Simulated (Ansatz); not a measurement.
**AlCo: which structure wins at one pressure**

Aim: bring AlCo in several structures (rocksalt, CsCl, WC, NiAs, zincblende) to one pressure and rank them by enthalpy. The pressure is set by scaling the first phase. The runs shown use LAPW. Companion runs by PAW are cited.

Computed with Ansatz 0.2.0 (DFT, PBE, all-electron LAPW, scalar-relativistic, unless a step's input says otherwise).

### 1 The starting structure

It takes space group Fm-3m (No. 225, cubic). The conventional cell has a = 4.678 Å, b = 4.678 Å, c = 4.678 Å, α = 90.00°, β = 90.00°, γ = 90.00°. Co (site symmetry m-3m) has 6 Al at 2.34 Å as nearest neighbours. Around Al (site symmetry m-3m) lie 6 Co at 2.34 Å.

Structure file:

```cif
data_structure
_symmetry_space_group_name_H-M 'Fm-3m'
_symmetry_Int_Tables_number 225
_cell_length_a 4.6782
_cell_length_b 4.6782
_cell_length_c 4.6782
_cell_angle_alpha 90.000
_cell_angle_beta 90.000
_cell_angle_gamma 90.000
_cell_volume 102.38
loop_
_atom_site_label
_atom_site_type_symbol
_atom_site_symmetry_multiplicity
_atom_site_Wyckoff_symbol
_atom_site_fract_x
_atom_site_fract_y
_atom_site_fract_z
_atom_site_occupancy
Co1 Co 4 a 0.00000 0.00000 0.00000 1
Al1 Al 4 b 0.50000 0.00000 0.00000 1
```

The file gives the conventional cell by its symmetry; the runs use the cell typed in the input.

Atoms are numbered in the order of the input: Co1, Al2.

### 2 Rocksalt relaxed under pressure, LAPW

Input file input.yaml:

```yaml
crystal:
  lattice:
    - [0.0, 2.3390846384, 2.3390846384]
    - [2.3390846384, 0.0, 2.3390846384]
    - [2.3390846384, 2.3390846384, 0.0]
  atoms:
    - { symbol: Co, position: [0.0, 0.0, 0.0] }
    - { symbol: Al, position: [0.5, 0.5, 0.5] }
kpoints:
  mp_grid: { grid: [14, 14, 14] }
scf:
  occupations: { method: fermi_dirac, width: 0.1 }
hamiltonian:
  xc: pbe
  pseudopotentials: { kind: all_electron, lapw: { basis_error: 0.0005 } }
output:
  forces: true
  stress: true
  eigenvalues: true
relax:
  f_tol: 0.005
  max_steps: 12
  cell: { p_target: 10.0, stress_tol: 0.03 }
```

On the command line:

```
$ ansatz run input.yaml --threads 1 --pin off --max-ram 3584MiB --backend cpu --events-out ev --progress --plain --runs-dir out
```

Further steps of the session: CsCl relaxed under pressure, LAPW; WC relaxed under pressure, LAPW; NiAs at the cell that PAW relaxed, LAPW; Zincblende relaxed under pressure, LAPW.

Q: Predict the outcome of this session. Wanted: pressure; lowest (for each run or level that gives them).

**Answer**, as computed:

```
     quantity                          value
     pressure                         10 GPa
lowest (LAPW)  CsCl, 302.8 meV/atom under WC
 lowest (PAW)  CsCl, 303.1 meV/atom under WC
```

In words: By LAPW the order is CsCl < WC < NiAs < rocksalt < zincblende. By PAW the order is CsCl < WC < NiAs < rocksalt < zincblende. The methods agree on the lowest phase. Only these structures were tried, with electrons smeared by 0.1 eV and without vibrations, so the true ground state may be another. The k meshes differ between phases and weren't tested, which can move differences by some meV. Spin polarisation is left out here, though a magnetic state may lie well lower.
